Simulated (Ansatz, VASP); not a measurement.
# One calculation of CaB2, two programs

```xyz
3
Lattice="3.2689 0.0000 0.0000 -1.6344 2.8309 0.0000 0.0000 0.0000 4.1209" Properties=species:S:1:pos:R:3 pbc="T T T"
Ca    0.0000    0.0000    0.0000
B     1.6344    0.9436    2.0605
B     0.0000    1.8873    2.0605
```

Change from the starting cell: volume scaled by 1.04.

Alike in both runs: task single point; functional PBE; k mesh 9 × 9 × 7; occupations fermi-dirac, width 0.05 eV; no spin polarisation.

|  | VASP | Ansatz |
| --- | --- | --- |
| version | VASP 6.6.1 | Ansatz 0.2.0 |
| potentials or method | VASP PAW PBE potentials, release 64 (Ca_sv, B) | Ansatz PAW |
| plane-wave cutoff (eV) | 520 | 420 |
| valence electrons in the cell | 16 | 16 |

```csv
,VASP,Ansatz,Ansatz less VASP
gap on the k mesh at the Fermi level (eV),none,none,-
pressure (GPa),-4.5,-4.7,-0.25
largest component of the traceless stress (GPa),0.81,0.69,-0.121
```

A gap of «none» marks a metal or a gap that the smearing closes. The functional is the same, so the differences come from potentials, cutoffs and numerics.
